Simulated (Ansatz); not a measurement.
Method: Ansatz, DFT PBE, scalar-relativistic, plane waves, PAW. Settings: cutoff 420 eV, Γ-centred meshes spaced at most about 0.3 Å⁻¹, and about 0.25 Å⁻¹ or finer for metals (2π included), Gaussian smearing. No spin polarisation.

Each guess is relaxed in cell and atoms at zero pressure, on a coarse mesh first where it starts far from rest and then on a converged one. The steps can't lower the symmetry of the start, but it can rise. Energies are static (0 K, no zero-point motion).

Two unrelaxed guesses for Ge3S4:

A.

Space group P-43m (No. 215). a = 5.507 Å, b = 5.507 Å, c = 5.507 Å, α = 90.00°, β = 90.00°, γ = 90.00°
```
atom  site  symmetry       x       y       z
  Ge    3d     -42.m  0.0000  0.0000  0.5000
   S    4e       .3m  0.2843  0.7157  0.2843
```

B.

Space group Im-3m (No. 229). a = 6.968 Å, b = 6.968 Å, c = 6.968 Å, α = 90.00°, β = 90.00°, γ = 90.00°
```
atom  site  symmetry       x       y       z
  Ge    6b    4/mm.m  0.5000  0.0000  0.0000
   S    8c      .-3m  0.2500  0.2500  0.2500
```

Question: Which guess leads to the lower structure, and by how much?

Answer: A ends lower, by 297 meV/atom. A: P-43m at 23.9 Å³/atom → P-43m at 27.7 Å³/atom; B: Im-3m at 24.2 Å³/atom → Im-3m at 19.3 Å³/atom. Counting S atoms around Ge (those within 1.25 times the shortest such distance or 1.15 times the sum of covalent radii; the shortest distance is added where it is long for a bond), the end of A has Ge 4 and the end of B has Ge 8 from 2.8 Å. End of A. Conventional cell: a = 5.790 Å. Around Ge lie 4 S at 2.48 Å; S is surrounded by 3 Ge at 2.48 Å. End of B. Conventional cell: a = 6.469 Å. Around Ge lie 8 S at 2.80 Å and 4 Ge at 3.23 Å; S is surrounded by 6 Ge at 2.80 Å and 6 S at 3.23 Å.

Ends held by symmetry can be saddle points.
